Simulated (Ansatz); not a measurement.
InSe, DFT, PBEsol, all-electron LAPW, scalar-relativistic (Ansatz 0.2.0), run on 1 thread of Intel(R) Xeon(R) 6975P-C (Granite Rapids) on a shared host.

The cell is COD entry 1534648, which may be a prediction rather than a measurement; nothing was relaxed. The listed cell was then made from it by scaling, straining or moving an atom.

Command: `ansatz run input.yaml --threads 1 --pin off --max-ram 6144MiB --backend cpu --events-out ev --progress --plain --runs-dir out`

```yaml
crystal:
  lattice:
    - [1.9526427986, 1.1031169882, 8.3008965001]
    - [-2.047356502, 1.1231169848, 8.3208964966]
    - [-0.0300363466, -2.350984023, 8.3282170034]
  atoms:
    - { symbol: In, position: [0.0, 0.0, 0.0] }
    - { symbol: In, position: [0.1122, 0.1122, 0.1122] }
    - { symbol: Se, position: [0.6155, 0.6155, 0.6155] }
    - { symbol: Se, position: [0.83, 0.83, 0.83] }
kpoints:
  mp_grid: { grid: [7, 7, 7] }
  band_path:
    path:
      - [0.0, 0.0, 0.0]
      - [0.0, 0.0, -0.5]
      - [0.5, 0.5, 0.5]
      - [0.0, 0.0, 0.0]
      - [0.0, -0.5, 0.0]
      - [0.5, 0.0, 0.0]
      - [0.0, 0.0, 0.0]
      - [0.5, 0.0, 0.5]
      - [0.0, -0.5, -0.5]
    npoints: 5
scf:
  occupations: { method: fermi_dirac, width: 0.01 }
hamiltonian:
  xc: pbesol
  pseudopotentials: { kind: all_electron, lapw: { basis_error: 0.001 } }
output:
  forces: true
  stress: true
  eigenvalues: true
```

How large is the problem that the program sets up?

172 irreducible k-points, 1225 plane waves at Γ, 54 bands.

About how long does it take, and how much memory does it use?

4.1 min of wall time for 10 SCF iterations, with a peak of 1.5 GiB. Times on shared machines scatter by tens of per cent.
